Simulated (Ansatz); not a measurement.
# Ge under changes of volume

One of the cells (22.833 Å³/atom); the others are scaled copies at fixed shape and fractional positions:

```
Ge
1.0
     3.99759    0.00000    0.00000
    -1.99879    3.46201    0.00000
     0.00000    0.00000    6.59938
Ge
4
Direct
  0.33333 0.66667 0.93710
  0.66667 0.33333 0.43710
  0.33333 0.66667 0.56290
  0.66667 0.33333 0.06290
```

This isn't the form of Ge at room conditions, which is diamond.

```yaml
Program: Ansatz 0.2.0
Functional: PBEsol
Potentials_or_basis: all-electron LAPW, scalar-relativistic
Cutoff: 316 eV (chosen from the basis error)
Basis_error_allowed: 0.001 eV/atom
k_mesh: 8 × 8 × 4
Occupations: fermi-dirac, width 0.05 eV
Spin: no spin polarisation
```

```tsv
volume (Å³/atom)	energy over the lowest point (meV/atom)	pressure (GPa)	largest force (eV/Å)
21.463	18.79	4.7	0.024
21.920	7.87	2.9	0.015
22.377	?	?	?
22.833	0.00	0.0	0.005
23.290	1.92	-1.3	0.001
23.747	7.26	-2.4	0.010
24.203	15.67	-3.4	0.019
```

Problem. What does the run at 22.377 Å³/atom give?

Solution. Energy over the lowest point 1.83 meV/atom; pressure 1.4 GPa; largest force 0.008 eV/Å.

Worked out: A Birch-Murnaghan fit of order 3 (a polynomial in V^(-2/3)) to the other rows has its minimum at 22.82 Å³/atom with B0 = V·E''(V) = 67 GPa and B' = 4.7 at fixed shape and positions, which overstates the stiffness. It gives 1.80 meV/atom at 22.377 Å³/atom, against the run's 1.83, and -dE/dV = 1.4 GPa, against 1.4.

Energies are extrapolated to zero smearing.
